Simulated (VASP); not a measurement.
The system is TaN.

```xyz
2
Lattice="2.9380 0.0000 0.0000 -1.4690 2.5444 0.0000 0.0000 0.0000 2.8830" Properties=species:S:1:pos:R:3 pbc="T T T"
Ta    0.0000    0.0000    1.4415
N     1.4690    0.8481    0.0000
```

```yaml
Program: VASP 6.6.1
Task: single point
Functional: PBEsol
Potentials_or_basis: VASP PAW PBE potentials, release 64 (Ta_pv, N)
Cutoff: 520 eV
k_mesh: 10 × 10 × 9
Occupations: fermi-dirac, width 0.05 eV
Spin: no spin polarisation
```

On this cell: pressure -4.1 GPa; largest force under 0.003 eV/Å; band gap on the k mesh none (metal or under the smearing width).

The same run follows on a disturbed copy (atoms moved at random, drawn with an rms of 0.05 Å):

```
Ta N
1.0
     2.93800    0.00000    0.00000
    -1.46900    2.54438    0.00000
     0.00000    0.00000    2.88300
Ta N
1 1
Direct
  0.01144 0.00833 0.48326
  0.65255 0.33881 0.00587
```

Q: What changes?

A: The energy (extrapolated to zero smearing) moves by +31.8 meV/atom; pressure -2.5 GPa; largest force 1.330 eV/Å; band gap on the k mesh none (metal or under the smearing width).

Forces in eV/Å, atoms in the order of the input:
```
Ta  -0.945 -0.134  0.926
N    0.945  0.134 -0.926
```

Stress tensor (GPa, compression positive):
```
-2.38  1.07 -1.72
 1.07 -3.09 -0.31
-1.72 -0.31 -1.91
```

Caveats: the PAW data sets were made with another functional, which shifts forces and pressure a little.
